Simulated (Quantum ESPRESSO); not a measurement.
Write the native input for Quantum ESPRESSO 7.5 that does the following.

| Item | Value |
| --- | --- |
| Task | projected density of states |
| Functional | PBEsol |
| Dispersion | D2 |
| Potentials or basis | PseudoDojo 0.4 FR PBEsol stringent |
| Cutoff | 1225 eV |
| Density cutoff | 4898 eV |
| k mesh | 5 × 5 × 3 |
| Occupations | fermi-dirac, width 0.05 eV |
| Spin | spin-orbit coupling, no magnetisation |
| Mixing beta | 0.5 |
| Most SCF iterations | 120 |
| SCF threshold | 6e-10 Ry |
| Dos occupations | tetrahedra_opt |

Crystal: PtS2.

```
CELL_PARAMETERS angstrom
3.54320 0.00000 0.00000
-1.77160 3.06850 0.00000
0.00000 0.00000 5.03880
ATOMIC_POSITIONS crystal
Pt 0.00000 0.00000 0.00000
S 0.66667 0.33333 0.77300
S 0.33333 0.66667 0.22700
```

These files were run (other wordings do the same):

pw.in

```
&CONTROL
  calculation = 'scf'
  prefix = 'pwscf'
  outdir = './tmp'
  pseudo_dir = './pseudo'
  tprnfor = .true.
  tstress = .true.
  disk_io = 'low'
/
&SYSTEM
  ibrav = 0
  A = 3.5432
  nat = 3
  ntyp = 2
  ecutwfc = 90
  nbnd = 44
  occupations = 'smearing'
  smearing = 'fd'
  degauss = 0.00367493
  noncolin = .true.
  lspinorb = .true.
  vdw_corr = 'grimme-d2'
/
&ELECTRONS
  conv_thr = 6d-10
  electron_maxstep = 120
  mixing_beta = 0.5
/
ATOMIC_SPECIES
Pt   195.0840 Pt.upf
S     32.0600 S.upf
CELL_PARAMETERS alat
   1.0000000000    0.0000000000    0.0000000000
  -0.5000000000    0.8660254038    0.0000000000
   0.0000000000    0.0000000000    1.4221043125
ATOMIC_POSITIONS alat
Pt     0.0000000000    0.0000000000    0.0000000000
S      0.5000000000    0.2886751346    1.0992866336
S      0.0000000000    0.5773502692    0.3228176789
K_POINTS automatic
5 5 3 0 0 0
```

nscf.in

```
&CONTROL
  calculation = 'nscf'
  prefix = 'pwscf'
  outdir = './tmp'
  pseudo_dir = './pseudo'
  disk_io = 'low'
/
&SYSTEM
  ibrav = 0
  A = 3.5432
  nat = 3
  ntyp = 2
  ecutwfc = 90
  nbnd = 44
  occupations = 'tetrahedra_opt'
  noncolin = .true.
  lspinorb = .true.
  vdw_corr = 'grimme-d2'
/
&ELECTRONS
  conv_thr = 1d-08
  electron_maxstep = 120
  mixing_beta = 0.5
/
ATOMIC_SPECIES
Pt   195.0840 Pt.upf
S     32.0600 S.upf
CELL_PARAMETERS alat
   1.0000000000    0.0000000000    0.0000000000
  -0.5000000000    0.8660254038    0.0000000000
   0.0000000000    0.0000000000    1.4221043125
ATOMIC_POSITIONS alat
Pt     0.0000000000    0.0000000000    0.0000000000
S      0.5000000000    0.2886751346    1.0992866336
S      0.0000000000    0.5773502692    0.3228176789
K_POINTS automatic
8 8 5 0 0 0
```

projwfc.in

```
&PROJWFC
  prefix = 'pwscf'
  outdir = './tmp'
  filpdos = 'p'
  Emin = -4
  Emax = 21
  DeltaE = 0.05
/
```

Potentials or basis: PseudoDojo 0.4 FR PBEsol stringent.

Run with:

```bash
$ OMP_NUM_THREADS=1 pw.x -in pw.in > pw.out
$ OMP_NUM_THREADS=1 pw.x -in nscf.in > nscf.out
$ OMP_NUM_THREADS=1 projwfc.x -in projwfc.in > projwfc.out
```

Results of the run:

```
Pressure               : 4.0 GPa
Largest force          : 1.082 eV/Å
Band gap on the k mesh : 1.29 eV, indirect (least direct gap 1.39 eV)
Loewdin charges        : Pt +0.68; S -0.21 e
```

Caveat: D2 keeps the scale fitted for PBE; an odd mesh through Γ misses points on the zone boundary, where band edges often lie; forces of over 1 eV/Å show positions far from the minimum, so gaps and moduli don't describe the material at rest.

Run time: 4.1 min on 1 thread of Intel(R) Xeon(R) 6985P-C CPU @ 2.30GHz (Granite Rapids) (shared host), peak memory 0.38 GiB.
